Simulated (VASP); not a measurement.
## TePb: single point with LDA

The system is TePb.

```
Pb Te
1.0
     0.00000    3.28357    3.28357
     3.28357    0.00000    3.28357
     3.28357    3.28357    0.00000
Pb Te
1 1
Direct
  0.00000 0.00000 0.00000
  0.50000 0.50000 0.50000
```

The cell was relaxed by an earlier calculation.

```
Program             : VASP 6.6.1
Task                : single point
Functional          : LDA
Potentials or basis : VASP PAW LDA potentials, release 64 (Pb_d, Te)
Cutoff              : 520 eV
k mesh              : 9 × 9 × 9
Occupations         : fermi-dirac, width 0.03 eV
Spin                : no spin polarisation
```

| Quantity | Value |
| --- | --- |
| Pressure | -3.4 GPa |

Levels at points of the mesh, in eV from the Fermi level:
```
           k point  band 8  band 9  band 10  band 11  band 12  band 13
(0.00, 0.00, 0.00)   -1.54   -1.54    -1.54     3.55     3.55     3.55
```

Wall time 22 s on 1 thread of Intel(R) Xeon(R) Platinum 8488C (Sapphire Rapids) (shared host), peak memory 0.19 GiB.

Caveat: this odd mesh misses L, where the gap lies, so gap, dielectric constants and Born charges aren't listed. The run has no spin-orbit coupling, so splittings on Pb, Te are missing.
